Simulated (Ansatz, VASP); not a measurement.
## BaS in VASP and in Ansatz

```
Ba S
1.0
     3.19796    3.19796    0.00000
    -3.19796    3.19796    0.00000
     0.00000    3.19796    3.15545
Ba S
1 1
Cartesian
  0.0000 0.0000 0.0000
  0.0000 3.1980 0.0000
```

Change from the starting cell: in-plane strain +0.01, out-of-plane length and atoms relaxed by PAW.

Alike in both runs: functional PBEsol; k mesh 6 × 6 × 6; no spin polarisation.

Ansatz relaxed the structure, and its values are those at the end. VASP's run is a single point on that final structure, the one shown.

|  | VASP | Ansatz |
| --- | --- | --- |
| version | VASP 6.6.1 | Ansatz 0.2.0 |
| potentials or method | VASP PAW PBE potentials, release 64 (Ba_sv, S) | PAW with Ansatz's default frozen-core files, scalar-relativistic |
| plane-wave cutoff (eV) | 520 | 420 |
| occupations | gaussian, width 0.01 eV | fixed |
| valence electrons in the cell | 16 | 16 |

Ansatz gave:

```
pressure (GPa) : -0.7
```

What did VASP give for the same quantities?

Pressure (GPa): -0.1.

Caveats: the PAW data sets were made with another functional, which shifts forces and pressure a little (VASP). A k mesh can miss the band edges.
